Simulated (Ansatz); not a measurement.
**CaO (model cell, started as wurtzite): relaxing the cell for a phonon run**

Aim: bring CaO (model cell, started as wurtzite) to small forces and stress, as phonons need.

Program: Ansatz 0.2.0. Level of theory: DFT PBEsol, scalar-relativistic, plane waves, PAW; PAW set soft_1. Results are calculated unless marked as measured.

The structure was built from a prototype and need not be the compound's stable phase.

## (1) The structure

The structure is hexagonal, space group P6_3mc (No. 186). Conventional cell: a = 3.684 Å, b = 3.684 Å, c = 6.016 Å, α = 90.00°, β = 90.00°, γ = 120.00°. Nearest to Ca lie 4 O at 2.26 Å. Nearest to O lie 4 Ca at 2.26 Å. Farther neighbours and most contacts between anions are not listed.

## (2) A coarse first look

First a cheap look: the gap decides the mesh and the occupations, the pressure tells how far the cell has to move.

input.yaml reads:

```yaml
crystal:
  lattice:
    - [3.68403, 0.0, 0.0]
    - [-1.84202, 3.19047, 0.0]
    - [0.0, 0.0, 6.01603]
  atoms:
    - { symbol: Ca, position: [0.333333, 0.666667, 0.0] }
    - { symbol: Ca, position: [0.666667, 0.333333, 0.5] }
    - { symbol: O, position: [0.333333, 0.666667, 0.375] }
    - { symbol: O, position: [0.666667, 0.333333, 0.875] }
kpoints:
  mp_grid: { grid: [6, 6, 4] }
hamiltonian:
  xc: pbesol
  pseudopotentials: { kind: paw, azcp: { folder: soft_1 }, xc_functional: pbe }
scf:
  occupations: { method: gaussian, width: 0.1 }
output:
  forces: true
  stress: true
  eigenvalues: true
```

Command:

```console
$ ansatz run input.yaml --threads 4 --pin off --max-ram 10240MiB --backend cpu --events-out ev --progress --plain --runs-dir out
```

Numbers of over 12 decimals in the logs are rounded to 6 here.

The log of the run:

```text
[...]
--- Band table (eV; the first three rows and the last of 21) ---
  k-point 0: bands = [... 12 lower, 3.9002, 3.9217, 4.1620, 4.1620, 7.7887, 10.9002, 11.6579, 11.6579]
  k-point 1: bands = [... 12 lower, 3.9329, 3.9329, 4.1176, 4.1176, 8.3238, 10.5068, 11.8865, 11.8865]
  k-point 2: bands = [... 12 lower, 4.0193, 4.0193, 4.0193, 4.0193, 9.4533, 9.4533, 12.4687, 12.4687]
  k-point 20: bands = [... 12 lower, 3.8547, 3.8547, 4.4454, 4.4454, 10.0383, 10.0383, 11.4605, 11.4605]
[key lines of the parts left out:]
SCF converged after 9 iterations
Free energy (F): -4715.460639 eV
Fermi energy:    6.151613 eV
P = ⅓ Tr σ = -1.6492 GPa (-16.492 kbar)
```

Run time: 2.2 s. Hardware: 4 threads of Arm Neoverse V1, shared host; peak memory 0.35 GiB; 5.9 s of CPU time.

This step gave:

* pressure: -1.649 GPa
* gap on the k-mesh: 3.278 eV
* volume per atom: 17.68 Å³
* direct gap on mesh: 3.627 eV

The coarse mesh shows a gap of 3.28 eV and a pressure of -1.6 GPa.

## (3) Bringing the structure to rest

The cell and atoms are relaxed, since residual forces and stress would shift the frequencies.

input.yaml: that of step 2 with these lines changed.

```diff
@@ -16,3 +16,3 @@
 scf:
-  occupations: { method: gaussian, width: 0.1 }
+  occupations: { method: gaussian, width: 0.02 }
 output:
@@ -21 +21,10 @@
   eigenvalues: true
+  write_density: true
+  write_potential: true
+  elf: true
+  volumetric_format: npy
+relax:
+  adjacent_minimum: "off"
+  f_tol: 0.005
+  max_steps: 80
+  cell: { stress_tol: 0.05 }
```

The log of the run:

```text
[...]
Crystal: 4 atoms, lattice volume = 70.711 Å³
Basis set: ecut = 420 eV, 1389 PW (Γ), exchange–correlation on 50×50×90 points (8 copies of the dense FFT grid, shifted against one another)
Bands: 20, of which v1, the nominal top of the filled ones, is band 16 counted from 1 (15 counted from 0)
Symmetry: 12 space group operations
[...]
k-points: 21 of 144 (time reversal used)
[...]
SCF iter   1: F=—  HF=-4717.068580 eV  |F-HF|=—  |Δ(HF+E_count)|=         —  Δρ=8.72e-2  dr2=5.38e0  ethr=3.10e-3  ⟨swp⟩=8.5  Hψ=2538  notcnv=0
[...]
SCF iter   9: F=-4715.460639 eV  HF=-4715.460639 eV  |F-HF|=6.08e-9  |Δ(HF+E_count)|=   1.42e-8  Δρ=4.11e-6  dr2=1.19e-8  ethr=3.13e-10  ⟨swp⟩=8.6  Hψ=2823  notcnv=0
SCF 1 converged in 9 iterations: F = -4715.460639 eV  dr2 = 1.19e-8
[...]
relax step   1: F+E_penalty+E_count = -4715.46063899 eV  Δ(F+E_penalty+E_count) = +0.000e0 eV  max|allowed force component| = 1.439e-1 eV/Å  Δτ_max = 0.0000 Å  P = -1.649 GPa  Ω = 70.711 Å³  (9 SCF iters, dr2 threshold 1.00e-7 eV, accepted)
Crystal: 4 atoms, lattice volume = 69.275 Å³
Basis set: ecut = 420 eV, 1387 PW (Γ), exchange–correlation on 50×50×90 points (8 copies of the dense FFT grid, shifted against one another)
[...]
iter 1 solved again at ethr=4.03e-5 eV; its pass at ethr=3.10e-3 eV (dr2=1.29e-2 eV) is discarded
[...]
SCF iter   6: F=-4715.510320 eV  HF=-4715.510320 eV  |F-HF|=3.25e-7  |Δ(HF+E_count)|=   4.48e-6  Δρ=1.69e-5  dr2=2.13e-7  ethr=1.25e-9  ⟨swp⟩=6.2  Hψ=2743  notcnv=0
SCF 2 converged in 6 iterations: F = -4715.510320 eV  dr2 = 2.13e-7
relax step   2: F+E_penalty+E_count = -4715.51032022 eV  Δ(F+E_penalty+E_count) = -4.968e-2 eV  max|allowed force component| = 1.328e-1 eV/Å  Δτ_max = 0.0308 Å  P = -0.208 GPa  Ω = 69.275 Å³  energy of the carried Pulay correction = +1.865e-3 eV  (6 SCF iters, dr2 threshold 4.00e-7 eV, accepted)
Crystal: 4 atoms, lattice volume = 68.663 Å³
Basis set: ecut = 420 eV, 1351 PW (Γ), exchange–correlation on 50×50×90 points (8 copies of the dense FFT grid, shifted against one another)
[...]
SCF iter   6: F=-4715.546020 eV  HF=-4715.546020 eV  |F-HF|=3.12e-7  |Δ(HF+E_count)|=   5.76e-6  Δρ=1.87e-5  dr2=2.65e-7  ethr=1.25e-9  ⟨swp⟩=6.3  Hψ=2749  notcnv=0
SCF 3 converged in 6 iterations: F = -4715.546020 eV  dr2 = 2.65e-7
relax step   3: F+E_penalty+E_count = -4715.54602017 eV  Δ(F+E_penalty+E_count) = -3.570e-2 eV  max|allowed force component| = 1.546e-1 eV/Å  Δτ_max = 0.0468 Å  P = -0.279 GPa  Ω = 68.663 Å³  energy of the carried Pulay correction = +2.671e-3 eV  (6 SCF iters, dr2 threshold 4.00e-7 eV, accepted)
[... from here on, the SCF cycles and remarks between the steps are left out ...]
relax step   4: F+E_penalty+E_count = -4715.60864559 eV  Δ(F+E_penalty+E_count) = -6.263e-2 eV  max|allowed force component| = 2.102e-1 eV/Å  Δτ_max = 0.0747 Å  P = -0.449 GPa  Ω = 67.301 Å³  energy of the carried Pulay correction = +4.492e-3 eV  (7 SCF iters, dr2 threshold 4.00e-7 eV, accepted)
relax step   5: F+E_penalty+E_count = -4715.74645573 eV  Δ(F+E_penalty+E_count) = -1.378e-1 eV  max|allowed force component| = 1.886e-1 eV/Å  Δτ_max = 0.1148 Å  P = -0.188 GPa  Ω = 65.087 Å³  energy of the carried Pulay correction = +7.529e-3 eV  (7 SCF iters, dr2 threshold 4.00e-7 eV, accepted)
relax step   6: F+E_penalty+E_count = -4715.83932768 eV  Δ(F+E_penalty+E_count) = -9.287e-2 eV  max|allowed force component| = 1.373e-1 eV/Å  Δτ_max = 0.0860 Å  P = +1.464 GPa  Ω = 63.197 Å³  energy of the carried Pulay correction = +1.020e-2 eV  (7 SCF iters, dr2 threshold 4.00e-7 eV, accepted)
relax step   7: F+E_penalty+E_count = -4715.83182425 eV  Δ(F+E_penalty+E_count) = +7.503e-3 eV  max|allowed force component| = 1.506e-1 eV/Å  Δτ_max = 0.0558 Å  P = -1.783 GPa  Ω = 65.330 Å³  energy of the carried Pulay correction = +7.191e-3 eV  (7 SCF iters, dr2 threshold 4.00e-7 eV, rejected (line search))
relax step   8: F+E_penalty+E_count = -4715.84885779 eV  Δ(F+E_penalty+E_count) = -9.530e-3 eV  max|allowed force component| = 3.262e-2 eV/Å  Δτ_max = 0.0165 Å  P = +0.388 GPa  Ω = 63.803 Å³  energy of the carried Pulay correction = +9.336e-3 eV  (9 SCF iters, accepted)
relax step   9: F+E_penalty+E_count = -4715.84925928 eV  Δ(F+E_penalty+E_count) = -4.015e-4 eV  max|allowed force component| = 1.425e-3 eV/Å  Δτ_max = 0.0061 Å  P = +0.000 GPa  Ω = 64.045 Å³  energy of the carried Pulay correction = +8.993e-3 eV  (5 SCF iters, dr2 threshold 4.00e-7 eV, accepted)
relax step  10: F+E_penalty+E_count = -4715.86378801 eV  Δ(F+E_penalty+E_count) = -1.453e-2 eV  max|allowed force component| = 1.463e-3 eV/Å  Δτ_max = 0.0000 Å  P = +0.303 GPa  Ω = 64.045 Å³  stress off target by 5.22e-1 GPa  SCF on the basis re-selected at this cell (its energy is not comparable with the rows above)  (6 SCF iters)
relax step  11: F+E_penalty+E_count = -4715.86413109 eV  Δ(F+E_penalty+E_count) = -3.431e-4 eV  max|allowed force component| = 6.305e-5 eV/Å  Δτ_max = 0.0003 Å  P = +0.026 GPa  Ω = 64.249 Å³  energy of the carried Pulay correction = -2.767e-4 eV  (5 SCF iters, dr2 threshold 4.00e-7 eV, accepted)
[...]
SCF iter   1: F=—  HF=-4715.864571 eV  |F-HF|=—  |Δ(HF+E_count)|=         —  Δρ=3.11e-5  dr2=1.11e-7  ethr=1.81e-6  ⟨swp⟩=2.3  Hψ=3320  notcnv=0
eigensolver tolerance schedule: the retry pair's looser diagonalisation over-reported the residual by 5219.61 of it (diagonalisation noise at an unbounded share of the residual, at the tolerance the schedule requests for it); recorded, not acted on — ethr = c·dr2/N_el stays at c = 1.0e-1
[...]
SCF iter   2: F=—  HF=-4715.864459 eV  |F-HF|=—  |Δ(HF+E_count)|=   1.12e-4  Δρ=1.60e-5  dr2=6.82e-8  ethr=3.46e-10  ⟨swp⟩=3.0  Hψ=899  notcnv=0
[...]
SCF iter   6: F=-4715.864460 eV  HF=-4715.864460 eV  |F-HF|=1.18e-11  |Δ(HF+E_count)|=   1.18e-9  Δρ=1.32e-7  dr2=6.81e-12  ethr=1.00e-12  ⟨swp⟩=4.0  Hψ=2077  notcnv=0
SCF 12 converged in 6 iterations: F = -4715.864460 eV  dr2 = 6.81e-12
relax step  12: F+E_penalty+E_count = -4715.86445962 eV  Δ(F+E_penalty+E_count) = -3.285e-4 eV  max|allowed force component| = 6.164e-5 eV/Å  Δτ_max = 0.0000 Å  P = +0.035 GPa  Ω = 64.249 Å³  stress off target by 4.89e-2 GPa  SCF on the basis re-selected at this cell (its energy is not comparable with the rows above)  (6 SCF iters)
[...]
SCF converged after 6 iterations
Free energy (F): -4715.864460 eV
[...]
Internal energy: -4715.864460 eV  (E = F + TS)
E sigma→0 (E₀):  -4715.864460 eV
Fermi energy:    7.521188 eV
[...]
--- Forces (eV/Å), atoms counted from 1 ---
  atom   1  Ca     0.00000000     0.00000000     0.00006164
  atom   2  Ca    -0.00000000    -0.00000000     0.00006164
  atom   3  O      0.00000000     0.00000000    -0.00006164
  atom   4  O     -0.00000000     0.00000000    -0.00006164
  max |Σ_I F_I| component: 9.03e-9 eV/Å
--- Stress (GPa, compression-positive) ---
        0.048852       0.000000       0.000000
        0.000000       0.048852      -0.000000
        0.000000      -0.000000       0.006358
  P = ⅓ Tr σ = 0.0347 GPa (0.347 kbar)
--- Band table (eV; the first three rows and the last of 21) ---
  k-point 0: bands = [... 12 lower, 4.7424, 4.7424, 4.8577, 5.9514, 9.0909, 12.1177, 12.1177, 13.7668]
  k-point 1: bands = [... 12 lower, 4.6594, 4.6715, 4.6715, 5.1160, 9.6872, 12.6070, 12.7007, 12.7007]
  k-point 2: bands = [... 12 lower, 4.6050, 4.6050, 4.6050, 4.6050, 10.9232, 10.9232, 13.8454, 13.8454]
  k-point 20: bands = [... 12 lower, 4.9916, 4.9916, 5.0019, 5.0019, 10.6629, 10.6629, 13.5091, 13.5091]
--- Relaxed structure (10 steps of the walk, 9 accepted, 2 SCFs on fresh bases) ---
  F+E_penalty+E_count = -4715.86445962 eV   max|allowed force component| = 6.164e-5 eV/Å   (the final SCF, on the basis selected at the relaxed cell)
  cell:  # Å, volume = 64.2485 Å³
    - [3.954799, 3.098919187257867e-6, 2.450322211826574e-17]
    - [-1.977402, 3.424955, -6.85232926772608e-18]
    - [4.001377333654518e-17, 1.0181062354672793e-17, 4.743333]
  atoms:
    - { symbol: Ca, position: [0.333333, 0.666667, -0.062502] }
    - { symbol: Ca, position: [0.666667, 0.333333, 0.437498] }
    - { symbol: O, position: [0.333333, 0.666667, 0.437502] }
    - { symbol: O, position: [0.666667, 0.333333, 0.937502] }
```

It took 15 s on 4 threads; peak memory 0.39 GiB.

Step by step:

```tsv
step	energy less that of the first step (eV)	largest force component (eV/Å)	pressure (GPa)	volume (Å³)
1	0.0000	0.1439	-1.65	70.71
2	-0.0497	0.1328	-0.21	69.27
3	-0.0854	0.1546	-0.28	68.66
4	-0.1480	0.2102	-0.45	67.30
5	-0.2858	0.1886	-0.19	65.09
6	-0.3787	0.1373	1.46	63.20
7	-0.3712	0.1506	-1.78	65.33
8	-0.3882	0.0326	0.39	63.80
9	-0.3886	0.0014	0.00	64.04
10*	-0.4031	0.0015	0.30	64.04
11	-0.4035	0.0001	0.03	64.25
12*	-0.4038	0.0001	0.03	64.25
```

Relaxation steps marked * repeat the geometry before them on a plane-wave basis chosen anew for their cell, so energy and pressure can jump there. Relaxation step 7 was tried and not accepted.

The run keeps the 12 symmetry operations that it works with, so distortions that break them were not tested.

```tsv
cell as run	before	after	change
a (Å)	3.684	3.955	+7.3 %
b (Å)	3.684	3.955	+7.3 %
c (Å)	6.016	4.743	-21.2 %
volume (Å³/atom)	17.68	16.06	-9.1 %
```

The atoms that moved most (Å, as changes of fractional coordinates times the final cell):

```tsv
atom	dx	dy	dz	length
Ca1	0.000	0.000	-0.296	0.296
O3	0.000	0.000	0.296	0.296
O4	0.000	0.000	0.296	0.296
Ca2	0.000	0.000	-0.296	0.296
```

The relaxed structure:

```xyz
4
Lattice="3.9548 0.0000 0.0000 -1.9774 3.4250 0.0000 0.0000 0.0000 4.7433" Properties=species:S:1:pos:R:3 pbc="T T T"
Ca    0.0000    2.2833   -0.2965
Ca    1.9774    1.1417    2.0752
O     0.0000    2.2833    2.0752
O     1.9774    1.1417    4.4469
```

Numbers from this step:

```yaml
pressure: 0.03469 GPa
gap_on_the_k_mesh: 3.140 eV
volume_per_atom: 16.06 Å³
direct_gap_on_mesh: 3.140 eV
```

Electrostatic potential energy in the ac plane at fractional y = 0.333, with atoms of Ca and O within 0.2 Å of it. With pseudopotentials it is smooth inside the atoms' cores, unlike the true potential.

Values in eV, 16 rows by 14 columns, each cell a mean:
```
  7   5   3   4   6   8   9 -12 -30 -40 -35 -20   4   9
  7   5   4   4   6   9   9  -8 -27 -34 -31 -16   6   9
  8   6   6   6   7   9  10   6  -7 -16 -12   2  10  10
  9   8   7   7   8   9  10  10   8   6   7   9  10  10
  9   9   9   9   9   9   9   8   7   6   6   7   8   9
  9  10  10  10   9   8   7   3   0  -2  -1   2   6   8
  9  10  11  11   9   7   3  -8 -20 -28 -25 -13   0   5
  8  10  11  11   9   6  -2 -22 -40 -47 -45 -29  -7   3
  8  10  11  10   9   5  -5 -32 -48 -49 -49 -39 -13   1
  8  10  11  11   9   5  -4 -27 -46 -49 -49 -36 -10   2
  9  10  11  11   9   6   2 -12 -26 -35 -31 -17  -2   5
  9  10  10  10   9   8   5   0  -6 -11  -9  -2   4   7
  9   9   9   9   9   9   8   7   6   5   5   6   8   9
  9   8   8   8   9   9  10   9   9   9   9   9  10   9
  8   7   6   6   8   9  10   8  -1  -9  -5   5  10  10
  7   6   4   5   7   9  10  -2 -21 -29 -26 -10   8   9
```
Columns run along a (4.0 Å; values clipped at the 3rd and 97th percentile), rows up along c (4.7 Å). Atoms in or near the plane, at fractional coordinates: Ca at (0.67, 0.44), O at (0.67, 0.94).

Valence density in the ac plane at fractional y = 0.333, with atoms of Ca and O within 0.2 Å of it. It is the smooth field of the valence electrons, not physical close to the nuclei.

Ten even steps from '0' (0.0 e/Å³) to '9' (7.6 e/Å³), each cell a mean:
```
00000002698310
00000002586300
00000000122100
00000000000000
00000000000000
00000000000000
00000001232100
00000002465300
00000003687410
00000002576410
00000001233100
00000000011000
00000000000000
00000000000000
00000000121000
00000001354200
```
Columns run along a (4.0 Å), rows up along c (4.7 Å). Atoms in or near the plane, at fractional coordinates: Ca at (0.67, 0.44), O at (0.67, 0.94).

ELF in the ac plane at fractional y = 0.333, with atoms of Ca and O within 0.2 Å of it. It is the smooth field of the valence electrons, not physical close to the nuclei.

Ten even steps from '_' (0.02) to '@' (0.85), each cell a mean:
```
____::..__::##@@##==**@@%%==
____....__::##@@%%**##@@%%==
__________::**@@@@@@@@@@##--
__________..--**##%%####++::
______________..........____
__..::..______..::----..____
..--====..__..**@@@@@@%%--__
..==**++::__==@@@@@@@@@@**..
..==**++::..++@@@@@@@@@@##::
..==**++::..++@@@@@@@@@@##..
..--++==::__::##@@@@@@%%==__
__::--::..____--++****==..__
________________......______
____________::==++++++==--..
__________::++%%@@@@@@@@##--
____..____::**@@@@%%%%@@%%==
```
Columns run along a (4.0 Å), rows up along c (4.7 Å). Atoms in or near the plane, at fractional coordinates: Ca at (0.67, 0.44), O at (0.67, 0.94).

In this step the volume went from 17.68 to 16.06 Å³/atom.

## (4) Relaxation

The relaxation is repeated from its end on the same settings, as a check that it has come to rest.

input.yaml, the sections that differ from step 3:

```yaml
crystal:
  lattice:
    - [3.9547994935, 3.0989e-06, 0.0]
    - [-1.9774024305, 3.4249552788, 0.0]
    - [0.0, 0.0, 4.7433326739]
  atoms:
    - { symbol: Ca, position: [0.3333333333, 0.6666666667, -0.0625020419] }
    - { symbol: Ca, position: [0.6666666667, 0.3333333333, 0.4374979581] }
    - { symbol: O, position: [0.3333333333, 0.6666666667, 0.4375020419] }
    - { symbol: O, position: [0.6666666667, 0.3333333333, 0.9375020419] }
# kpoints, hamiltonian, scf, output, relax: as in step 3
```

The log of the run:

```text
[...]
Crystal: 4 atoms, lattice volume = 64.249 Å³
Basis set: ecut = 420 eV, 1287 PW (Γ), exchange–correlation on 54×54×64 points (8 copies of the dense FFT grid, shifted against one another)
Bands: 20, of which v1, the nominal top of the filled ones, is band 16 counted from 1 (15 counted from 0)
Symmetry: 24 space group operations
[...]
--- Relaxed structure (1 steps of the walk, 1 accepted, 1 SCFs on fresh bases) ---
[...]
cell:  # Å, volume = 64.2485 Å³
    - [3.954799, 3.0989137849644924e-6, 0.0]
    - [-1.977402, 3.424955, 0.0]
    - [0.0, 0.0, 4.7433326739]
  atoms:
    - { symbol: Ca, position: [0.333333, 0.666667, -0.062500] }
    - { symbol: Ca, position: [0.666667, 0.333333, 0.4375] }
    - { symbol: O, position: [0.333333, 0.666667, 0.4375] }
    - { symbol: O, position: [0.666667, 0.333333, 0.9375] }
[key lines of the parts left out:]
SCF converged after 6 iterations
Free energy (F): -4715.864460 eV
Fermi energy:    7.521185 eV
P = ⅓ Tr σ = 0.0347 GPa (0.347 kbar)
```

The job ended after 1.8 s (4 threads; peak memory 0.35 GiB).

Little changed from the start: no atom moved by 0.005 Å and no cell edge by 0.1 %.

This step gave:

```
pressure : 0.03468 GPa
```

ELF in the ac plane at fractional y = 0.333, with atoms of Ca and O within 0.2 Å of it. It is the smooth field of the valence electrons, not physical close to the nuclei.

Values, 16 rows by 14 columns, each cell a mean:
```
0.07 0.09 0.19 0.16 0.09 0.26 0.63 0.80 0.67 0.39 0.54 0.78 0.74 0.41
0.07 0.08 0.16 0.13 0.08 0.25 0.61 0.81 0.73 0.56 0.66 0.80 0.73 0.40
0.06 0.04 0.06 0.05 0.06 0.21 0.53 0.77 0.81 0.81 0.81 0.79 0.65 0.34
0.05 0.02 0.02 0.02 0.04 0.14 0.35 0.57 0.66 0.69 0.67 0.61 0.45 0.22
0.04 0.05 0.05 0.05 0.04 0.05 0.08 0.13 0.15 0.17 0.16 0.14 0.10 0.06
0.06 0.14 0.19 0.17 0.09 0.04 0.04 0.13 0.27 0.35 0.31 0.18 0.06 0.03
0.11 0.30 0.43 0.38 0.18 0.06 0.18 0.59 0.78 0.83 0.81 0.68 0.32 0.07
0.13 0.38 0.53 0.47 0.23 0.10 0.37 0.79 0.85 0.83 0.84 0.82 0.56 0.15
0.14 0.41 0.58 0.50 0.24 0.13 0.48 0.84 0.83 0.77 0.80 0.84 0.67 0.21
0.14 0.40 0.56 0.49 0.24 0.11 0.44 0.82 0.84 0.81 0.83 0.84 0.63 0.18
0.11 0.32 0.47 0.40 0.20 0.07 0.23 0.67 0.81 0.84 0.83 0.74 0.39 0.09
0.08 0.20 0.29 0.25 0.13 0.04 0.07 0.29 0.50 0.60 0.55 0.37 0.13 0.04
0.04 0.06 0.07 0.07 0.05 0.04 0.06 0.09 0.11 0.13 0.12 0.10 0.07 0.05
0.04 0.03 0.02 0.03 0.04 0.10 0.23 0.39 0.45 0.48 0.47 0.42 0.30 0.14
0.06 0.03 0.05 0.04 0.05 0.20 0.50 0.74 0.80 0.81 0.81 0.77 0.62 0.31
0.07 0.06 0.12 0.10 0.07 0.24 0.59 0.80 0.78 0.70 0.75 0.81 0.71 0.38
```
Columns run along a (4.0 Å), rows up along c (4.7 Å). Atoms in or near the plane, at fractional coordinates: Ca at (0.67, 0.44), O at (0.67, 0.94).

Valence density in the ac plane at fractional y = 0.333, with atoms of Ca and O within 0.2 Å of it. It is the smooth field of the valence electrons, not physical close to the nuclei.

Ten even steps from '0' (0.0 e/Å³) to '9' (7.6 e/Å³), each cell a mean:
```
00000002698310
00000002586300
00000000122100
00000000000000
00000000000000
00000000000000
00000001232100
00000002465300
00000003687410
00000002576410
00000001233100
00000000011000
00000000000000
00000000000000
00000000121000
00000001354200
```
Columns run along a (4.0 Å), rows up along c (4.7 Å). Atoms in or near the plane, at fractional coordinates: Ca at (0.67, 0.44), O at (0.67, 0.94).

Electrostatic potential energy in the ac plane at fractional y = 0.333, with atoms of Ca and O within 0.2 Å of it. With pseudopotentials it is smooth inside the atoms' cores, unlike the true potential.

Ten even steps from '0' (-49 eV) to '9' (11 eV), each cell a mean:
```
99889996312489
99889996323599
99999999756899
99999999999999
99999999999999
99999998878899
99999986434689
99999974100368
99999872000168
99999973000268
99999986323579
99999998766789
99999999999999
99999999999999
99999999867999
99899997433699
```
Columns run along a (4.0 Å; values clipped at the 3rd and 97th percentile), rows up along c (4.7 Å). Atoms in or near the plane, at fractional coordinates: Ca at (0.67, 0.44), O at (0.67, 0.94).

In this step the volume went from 16.06 to 16.06 Å³/atom.

(Part 1 of 2 ends here.)

[Logs are printed without paths, hosts, clocks, repeated set-up lines and the standing remarks that a program may print on its own settings, such as how far it seeks lower states.]

[Hosts, paths, dates, database ids (printed as entryN), source tags and the programs' standing remarks are cut or masked in the printed files.]
